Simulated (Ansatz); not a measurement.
Wanted: the native input for an Ansatz 0.2.0 run.

```
Task                                : band structure
Functional                          : LDA
Potentials or basis                 : Ansatz PAW
Cutoff                              : 420 eV (not typed: the program's choice for these potentials)
k mesh                              : 9 × 9 × 5
Occupations                         : fermi-dirac, width 0.05 eV
Spin                                : no spin polarisation
Path                                : [["G", "Y", "F", "L", "I"], ["I1", "Z", "F1"], ["Y", "X1"], ["X", "G", "N"], ["M", "G"]]
Points for each segment of the path : 14
```

The system is CuO.

```
Cu O
1.0
     2.87950    0.00000    0.00000
     0.03907    2.87928    0.00000
     0.01750    0.01724    5.17634
Cu O
2 2
Direct
  0.00000 0.50000 0.00000
  0.50000 0.00000 0.50000
  0.99842 0.00167 0.74989
  0.00158 0.99833 0.25011
```

The cell comes from a database or a generator and needn't be the stable form of this composition.

The input as run:

input.yaml

```yaml
crystal:
  lattice:
    - [2.8795009639, 0.0, 0.0]
    - [0.039072758, 2.8792794796, 0.0]
    - [0.0174953863, 0.0172449008, 5.1763391994]
  atoms:
    - { symbol: Cu, position: [0.0, 0.5, 0.0] }
    - { symbol: Cu, position: [0.5, 0.0, 0.5] }
    - { symbol: O, position: [0.99842397, 0.00167178, 0.7498871] }
    - { symbol: O, position: [0.00157603, 0.99832822, 0.2501129] }
hamiltonian:
  xc: lda
  pseudopotentials: { kind: paw }
kpoints:
  mp_grid: { grid: [9, 9, 5] }
  band_path:
    path:
      - [[0.0, 0.0, 0.0], [0.5, 0.5, 0.0], [0.5009280546, 0.5009280546, 0.4940215567], [0.5, 0.5, 0.5], [0.5075950467, 0.4924049533, 0.5]]
      - [[0.4924049533, -0.4924049533, 0.5], [0.0, 0.0, 0.5], [0.4990719454, 0.4990719454, 0.5059784433]]
      - [[0.5, 0.5, 0.0], [0.5066808622, 0.4933191378, 0.0]]
      - [[0.4933191378, -0.4933191378, 0.0], [0.0, 0.0, 0.0], [0.5, 0.0, 0.0]]
      - [[0.5, 0.0, 0.5], [0.0, 0.0, 0.0]]
    npoints: 14
scf:
  occupations: { method: fermi_dirac, width: 0.05 }
  n_extra_bands: 10
output:
  forces: true
  stress: true
  eigenvalues: true
  fatbands: true
```

Potentials or basis: Ansatz PAW.

The run is started by

```console
$ ansatz run input.yaml --threads 2 --pin off --max-ram 5632MiB --backend cpu --events-out ev --progress --plain --runs-dir out
```

It gave:

| Quantity | Value |
| --- | --- |
| Pressure | -8.5 GPa |
| Largest force | 0.015 eV/Å |
| Band gap on the k mesh | none (metal or under the smearing width) |

Caveat: the pressure holds a Pulay correction of +0.9 GPa for the finite cutoff; the run has no spin polarisation, though such a crystal can be magnetic; semilocal functionals often make such compounds metallic where correlation or magnetic order opens a gap, which also shifts bond lengths; the PAW data sets come from PBE, with cores solved anew for the run's functional, which leaves a small shift of forces and pressure.

Wall time 15 s on 2 threads of AMD EPYC 7R43 64-Core Processor (Zen 3), with other jobs on the host, peak memory 0.53 GiB.
